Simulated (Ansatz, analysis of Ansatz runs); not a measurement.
# Migration in LaOF (R-3m): V_O hop (2.9 Å), charge +2, part 2 of 4

How high is the barrier when O changes place in LaOF (R-3m)? The case: V_O hop (2.9 Å), charge +2, in a cell of 36 host atoms with 1 O taken out.

Ansatz 0.2.0; plane-wave PAW DFT, PBEsol; nudged elastic band between two relaxed defect structures at fixed charge in a uniform background.

So far: Set-up; Relaxation of the start point, charge +2.

### 3. Relaxation of the end point, charge +2

Level of this step: plane-wave PAW DFT, PBEsol; relaxation of all atoms of a defect supercell at fixed charge in a uniform background (Ansatz).

The end point is relaxed in the same cell and settings, so that the two energies compare.

qp2.end/input.yaml

```yaml
crystal:
  lattice:
    - [-4.01323028, 6.95111876, 0.0]
    - [-12.03969085, 0.0, 0.0]
    - [-2.00661514, 1.15851979, 6.68937331]
  atoms:
    - { symbol: La, position: [0.12912111, 0.08608074, 0.22527337] }
    - { symbol: La, position: [0.37087889, 0.2472526, 0.77472663] }
[... 3 atom lines left out ...]
    - { symbol: F, position: [0.43550737, 0.29033824, 0.3869558] }
[... 1 atom line left out ...]
    - { symbol: La, position: [0.37087889, 0.58058593, 0.77472663] }
    - { symbol: O, position: [0.1884472, 0.4589648, 0.86931681] }
    - { symbol: O, position: [0.688649, 0.459099, -0.131895] }
[... 1 atom line left out ...]
    - { symbol: F, position: [0.43550737, 0.62367158, 0.3869558] }
[... 2 atom lines left out ...]
    - { symbol: O, position: [0.1884472, 0.79229813, 0.86931681] }
[... 4 atom lines left out ...]
    - { symbol: La, position: [0.87087889, 0.2472526, 0.77472663] }
[... 1 atom line left out ...]
    - { symbol: O, position: [0.8115528, 0.20770187, 0.13068319] }
[... 2 atom lines left out ...]
    - { symbol: La, position: [0.62912111, 0.41941407, 0.22527337] }
[... 1 atom line left out ...]
    - { symbol: O, position: [0.8115528, 0.5410352, 0.13068319] }
    - { symbol: F, position: [0.56449263, 0.37632842, 0.6130442] }
[... 5 atom lines left out ...]
    - { symbol: F, position: [0.56449263, 0.70966176, 0.6130442] }
    - { symbol: F, position: [0.93550737, 0.95700491, 0.3869558] }
total_charge: 2
basis:
  ecutwfc: 420
  xc_grid: 2
hamiltonian:
  xc: pbesol
kpoints:
  mp_grid: { grid: [1, 1, 1] }
scf:
  occupations: { method: fixed }
  max_iter: 60
output:
  forces: true
relax:
  f_tol: 0.015
  max_steps: 70
  random_displacement: { amplitude: 0.03, seed: 7079 }
```

Started as:

```bash
ansatz run input.yaml --threads 4 --pin off --max-ram 7536MiB --backend cpu --events-out ev --progress --plain --runs-dir out
```

Numbers of over 12 decimals in the logs are rounded to 6 here.

The program printed:

```text
[...]
Crystal: 35 atoms, lattice volume = 559.829 Å³
Basis set: ecut = 420 eV, 10937 PW (Γ), exchange–correlation on 108×162×96 points (8 copies of the dense FFT grid, shifted against one another)
Bands: 175, of which v1, the nominal top of the filled ones, is band 140 counted from 1 (139 counted from 0)
Symmetry: 1 space group operations
k-points: 1
[...]
SCF iter   1: F=—  HF=-89802.977394 eV  |F-HF|=—  |Δ(HF+E_count)|=         —  Δρ=1.30e-2  dr2=4.27e0  ethr=1.77e-3  ⟨swp⟩=5.0  Hψ=621  notcnv=0  defer=33
[...]
SCF iter   9: F=-89801.626976 eV  HF=-89801.626975 eV  |F-HF|=7.28e-7  |Δ(HF+E_count)|=   2.42e-6  Δρ=2.18e-5  dr2=3.03e-6  ethr=2.01e-9  ⟨swp⟩=3.0  Hψ=729  notcnv=0
SCF 1 converged in 9 iterations: F = -89801.626976 eV  dr2 = 3.03e-6
[...]
- { symbol: F, position: [0.058995, 0.712876, 0.608043] }
    - { symbol: F, position: [0.438427, 0.954936, 0.390471] }
    - { symbol: La, position: [0.623391, 0.087869, 0.228596] }
    - { symbol: La, position: [0.869981, 0.245567, 0.783249] }
    - { symbol: O, position: [0.687103, 0.125646, 0.873662] }
    - { symbol: O, position: [0.815375, 0.206192, 0.134001] }
    - { symbol: F, position: [0.561620, 0.047773, 0.613594] }
    - { symbol: F, position: [0.940504, 0.286629, 0.393127] }
    - { symbol: La, position: [0.654028, 0.405736, 0.231705] }
    - { symbol: La, position: [0.868903, 0.583261, 0.779349] }
    - { symbol: O, position: [0.813991, 0.537305, 0.132212] }
    - { symbol: F, position: [0.569505, 0.373880, 0.609013] }
    - { symbol: F, position: [0.976447, 0.614859, 0.359561] }
    - { symbol: La, position: [0.631808, 0.752876, 0.220288] }
    - { symbol: La, position: [0.867044, 0.917178, 0.776484] }
    - { symbol: O, position: [0.690805, 0.789903, 0.869004] }
    - { symbol: O, position: [0.804928, 0.879952, 0.130332] }
    - { symbol: F, position: [0.580319, 0.701537, 0.594293] }
    - { symbol: F, position: [0.933243, 0.959818, 0.388408] }
[key lines of the parts left out:]
SCF converged after 6 iterations
Free energy (F): -89803.960926 eV
Fermi energy:    8.208248 eV
```

Elapsed: 31 s, on 4 threads of Arm Neoverse V1, shared host; peak memory 0.69 GiB; 1.9 min of CPU time.

The steps of the relaxation:

```csv
step,energy less that of the first step (eV),largest force component (eV/Å)
1,0.0000,3.0281
2,-1.8625,0.7435
3,-2.2572,0.3087
4,-2.1617,0.6802
5,-2.3230,0.1332
6,-2.3269,0.1719
7,-2.3334,0.0359
8,-2.3333,0.0260
9,-2.3334,0.0359
10,-2.3333,0.0260
11,-2.3340,0.0090
```

Relaxation steps 4, 8, 10 were tried and not accepted.

The atoms that moved most (Å, from the sites as typed, ahead of the random displacement, the mean shift of all atoms taken out):

```csv
atom,dx,dy,dz,length
F29,-0.005,0.249,-0.184,0.310
F12,0.213,-0.129,-0.168,0.300
La8,0.002,-0.009,-0.275,0.275
F6,-0.180,-0.120,-0.102,0.239
O15,0.167,0.119,0.105,0.230
O10,0.003,-0.183,0.134,0.227
O9,-0.152,0.089,0.124,0.216
La13,-0.162,-0.129,0.034,0.210
```

Neighbours of O10 at the end:

```csv
atom,distance (Å)
La25,2.326
La8,2.379
La20,2.516
La26,2.545
O27,2.901
F34,2.902
F28,2.911
O22,2.927
```

Numbers from this step:

| Item | Value |
| --- | --- |
| free energy | -89803.9609 eV |
| largest move from the ideal geometry of this structure, a common shift of the far atoms taken out | 0.3356 Å |

The relaxation gained 2.334 eV and ended with a largest force component of 0.0090 eV/Å. The end lies within 1 meV of the start.

[end of part 2 of 4]

[Logs are printed without paths, hosts, clocks, repeated set-up lines and the standing remarks that a program may print on its own settings, such as how far it seeks lower states.]

[Hosts, paths, dates, database ids (printed as entryN), source tags and the programs' standing remarks are cut or masked in the printed files.]
